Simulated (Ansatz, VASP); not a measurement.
## Si: VASP beside Ansatz

File POSCAR:

```
Si
1.0
    4.1209500000      0.0000000000      0.0000000000
   -2.0604700000      3.5688500000      0.0000000000
    0.0000000000      0.0000000000      2.6547900000
Si
2
Direct
    0.3333300000      0.6666700000      0.5000000000
    0.6666700000      0.3333300000      0.5000000000
```

INCAR.step1

```
SYSTEM = Si
ALGO = Normal
EDIFF = 1E-5
ENCUT = 520
GGA = PE
ISIF = 2
ISMEAR = -1
LASPH = .TRUE.
LCHARG = .FALSE.
LREAL = .FALSE.
LWAVE = .TRUE.
NBANDS = 11
NELM = 100
PREC = Accurate
SIGMA = 0.05
```

INCAR.step2

```
SYSTEM = Si
AEXX = 0.25
ALGO = Normal
EDIFF = 1E-6
ENCUT = 520
GGA = PE
HFRCUT = -1
ISIF = 2
ISMEAR = -1
ISTART = 1
LASPH = .TRUE.
LCHARG = .FALSE.
LHFCALC = .TRUE.
LREAL = .FALSE.
LWAVE = .FALSE.
NBANDS = 11
NELM = 100
PREC = Accurate
PRECFOCK = Normal
SIGMA = 0.05
```

Contents of KPOINTS:

```
k-points
0
G
  4 4 5
  0 0 0
```

The input KPOINTS_OPT:

```
path GMKGALHA,LM,KH
8
line-mode
reciprocal
 0.0000000000  0.0000000000  0.0000000000  G
 0.5000000000  0.0000000000  0.0000000000  M

 0.5000000000  0.0000000000  0.0000000000  M
 0.3333333333  0.3333333333  0.0000000000  K

 0.3333333333  0.3333333333  0.0000000000  K
 0.0000000000  0.0000000000  0.0000000000  G

 0.0000000000  0.0000000000  0.0000000000  G
 0.0000000000  0.0000000000  0.5000000000  A

 0.0000000000  0.0000000000  0.5000000000  A
 0.5000000000  0.0000000000  0.5000000000  L

 0.5000000000  0.0000000000  0.5000000000  L
 0.3333333333  0.3333333333  0.5000000000  H

 0.3333333333  0.3333333333  0.5000000000  H
 0.0000000000  0.0000000000  0.5000000000  A

 0.5000000000  0.0000000000  0.5000000000  L
 0.5000000000  0.0000000000  0.0000000000  M

 0.3333333333  0.3333333333  0.0000000000  K
 0.3333333333  0.3333333333  0.5000000000  H
```

Contents of input.yaml:

```yaml
crystal:
  lattice:
    - [4.12095, 0.0, 0.0]
    - [-2.06047, 3.56885, 0.0]
    - [0.0, 0.0, 2.65479]
  atoms:
    - { symbol: Si, position: [0.33333, 0.66667, 0.5] }
    - { symbol: Si, position: [0.66667, 0.33333, 0.5] }
hamiltonian:
  xc: pbe0
  pseudopotentials: { kind: paw }
kpoints:
  mp_grid: { grid: [4, 4, 5] }
scf:
  occupations: { method: fermi_dirac, width: 0.05 }
output:
  forces: true
  stress: true
  eigenvalues: true
```

The cell was built by a generator and needn't be a form met in nature.

Alike in both runs: functional PBE0; k mesh 4 × 4 × 5; occupations fermi-dirac, width 0.05 eV; no spin polarisation.

```csv
,VASP,Ansatz
version,VASP 6.6.1,Ansatz 0.2.0
potentials or method,"VASP PAW PBE potentials, release 64 (Si)",Ansatz PAW
plane-wave cutoff (eV),520,420
valence electrons in the cell,8,8
task,band structure,single point
```

```tsv
	VASP	Ansatz	Ansatz less VASP
gap on the k mesh at the Fermi level (eV)	none	none	-
pressure (GPa)	-3.4	-2.6	+0.75
largest component of the traceless stress (GPa)	8.60	8.30	-0.300
```

A gap of «none» marks a metal or a gap that the smearing closes.

Caveats: the k mesh is coarse (spacing up to 0.47 Å⁻¹), so the values aren't converged, least of all with exact exchange; the PAW data sets were made with another functional, which shifts forces and pressure a little (VASP); the PAW data sets come from PBE, with cores solved anew for the run's functional, which leaves a small shift of forces and pressure (Ansatz); the thresholds are loose for stress (Ansatz).
